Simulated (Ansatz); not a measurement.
A surface is cut from this relaxed crystal of AlP:

```cif
data_structure
_symmetry_space_group_name_H-M 'P 1'
_symmetry_Int_Tables_number 1
_cell_length_a 3.8681
_cell_length_b 3.8681
_cell_length_c 3.8681
_cell_angle_alpha 60.000
_cell_angle_beta 60.000
_cell_angle_gamma 60.000
_cell_volume 40.92
loop_
_atom_site_label
_atom_site_type_symbol
_atom_site_fract_x
_atom_site_fract_y
_atom_site_fract_z
_atom_site_occupancy
P1 P 0.50000 0.50000 0.50000 1
Al1 Al 0.75000 0.75000 0.75000 1
```

Miller indices refer to the conventional cell of F-43m (No. 216), a = 5.470 Å, b = 5.470 Å, c = 5.470 Å, α = 90.00°, β = 90.00°, γ = 90.00°. The bulk's gap is 1.45 eV.

The (100) slab of 9 planes, 10.9 Å thick with 15 Å of vacuum as cut; outer planes Al (top) and Al (bottom).

Computed with DFT PBEsol, scalar-relativistic, plane waves, PAW (Ansatz 0.2.0). Cutoff 420 eV; k points 7×7×1 on the computed 9-atom cell (Γ-centred); Gaussian smearing, width 0.05 eV; no spin polarisation. The cell repeats along c with a dipole correction in the vacuum.

The slab isn't stoichiometric (Al5P4), so its surface energy depends on the chemical potentials; it is given with the excess atoms taken from the element's standard state, a limit at which the compound may itself be unstable, so the figure can be too low. This cut of an insulator is polar or leaves open shells, so the slab is metallic here; real surfaces compensate by reconstruction or adsorbates.

Results for the relaxed slab:

* Surface energy with the excess atoms taken from the elements: 2.16 J/m²
* Gap of the slab on the mesh: none (metal or semimetal)
* Work function: 5.00 eV

Relaxation lowers the energy by 0.010 J/m² a face; the largest move is 0.061 Å.

```csv
plane (bottom to top),atoms,"spacing to next, bulk (Å)",relaxed (Å),change (%)
1,Al,1.368,1.425,+4.2
2,P,1.368,1.377,+0.7
3,Al,1.368,1.361,-0.4
4,P,1.368,1.367,0.0
5,Al,1.368,1.367,0.0
6,P,1.368,1.361,-0.4
7,Al,1.368,1.377,+0.7
8,P,1.368,1.425,+4.2
9,Al,,,
```